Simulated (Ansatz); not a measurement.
The system is Ti.

```xyz
2
Lattice="2.9500 0.0000 0.0000 -1.4750 2.5548 0.0000 0.0000 0.0000 4.6800" Properties=species:S:1:pos:R:3 pbc="T T T"
Ti    1.4750    0.8516    3.5100
Ti    0.0000    1.7032    1.1700
```

- Program: Ansatz 0.2.0
- Task: single point
- Functional: PBEsol
- Potentials or basis: all-electron LAPW, scalar-relativistic
- Cutoff: 220 eV (chosen from the basis error)
- Basis error allowed: 0.001 eV/atom
- k mesh: 10 × 10 × 6
- Occupations: fermi-dirac, width 0.05 eV
- Spin: no spin polarisation

On this cell: pressure -5.7 GPa; largest force under 0.003 eV/Å; band gap on the k mesh none (metal or under the smearing width).

The same run follows on a disturbed copy (atoms moved at random, drawn with an rms of 0.05 Å):

```
CELL_PARAMETERS angstrom
2.95000 0.00000 0.00000
-1.47500 2.55477 0.00000
0.00000 0.00000 4.68000
ATOMIC_POSITIONS crystal
Ti 0.68616 0.32688 0.74849
Ti 0.33797 0.67291 0.24873
```

Task: What does the disturbed cell give?

Result: The energy (extrapolated to zero smearing) moves by +2.0 meV/atom; pressure -5.7 GPa; largest force 0.102 eV/Å; band gap on the k mesh none (metal or under the smearing width).

Forces on the atoms (eV/Å):
```
Ti  -0.090  0.046  0.003
Ti   0.090 -0.046 -0.003
```

Stress tensor (GPa, compression positive):
```
-5.94  0.67  0.00
 0.67 -5.24  0.00
 0.00  0.00 -6.02
```
